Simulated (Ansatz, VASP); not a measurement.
# MgS in VASP and in Ansatz

The input INCAR:

```
  PREC = Accurate
  ENCUT = 520
  EDIFF = 1E-8
  ISMEAR = -1
  SIGMA = 0.03
  LREAL = F
  LASPH = T
  NELM = 100
  ALGO = Normal
  ISIF = 2
  LWAVE = F
  LCHARG = F
  GGA = PE
  LEFG = T
  NBANDS = 11
```

The input KPOINTS:

```
regular mesh
0
Gamma
  10 10 10
```

Contents of POSCAR:

```
MgS
1.0
    0.0000000000      2.5511277149      2.7057160000
    2.5511277149      0.0000000000      2.7057160000
    2.5511277149      2.5511277149      0.0000000000
Mg S
1 1
Direct
    0.0000000000      0.0000000000      0.0000000000
    0.5000000000      0.5000000000      0.5000000000
```

Input for Ansatz:

```yaml
crystal:
  lattice:
    - [0.0, 2.5511277149, 2.705716]
    - [2.5511277149, 0.0, 2.705716]
    - [2.5511277149, 2.5511277149, 0.0]
  atoms:
    - { symbol: Mg, position: [0.0, 0.0, 0.0] }
    - { symbol: S, position: [0.5, 0.5, 0.5] }
kpoints:
  mp_grid: { grid: [10, 10, 10] }
scf:
  occupations: { method: fermi_dirac, width: 0.03 }
hamiltonian:
  xc: pbe
  pseudopotentials: { kind: paw }
output:
  forces: true
  stress: true
  eigenvalues: true
  efg: { contact_densities: true }
```

Change from the starting cell: z stretched by +4 % at fixed volume, PAW files.

Alike in both runs: task electric field gradients; functional PBE; k mesh 10 × 10 × 10; occupations fermi-dirac, width 0.03 eV; no spin polarisation.

```csv
,VASP,Ansatz
version,VASP 6.6.1,Ansatz 0.2.0
potentials or method,"VASP PAW PBE potentials, release 64 (Mg, S)","PAW with Ansatz's default frozen-core files, scalar-relativistic"
plane-wave cutoff (eV),520,420
valence electrons in the cell,8,16
```

```csv
,VASP,Ansatz,Ansatz less VASP
gap on the k mesh at the Fermi level (eV),2.56,2.57,+0.014
pressure (GPa),1.4,1.7,+0.30
largest component of the traceless stress (GPa),3.83,3.85,+0.023
Vzz of the field gradient on the site that differs most (V/Å²),4.2,3.5,-0.67
```

The functional is the same, so the differences come from potentials, cutoffs and numerics. The two sets of potentials don't hold the same shells in valence.

A k mesh can miss the band edges.
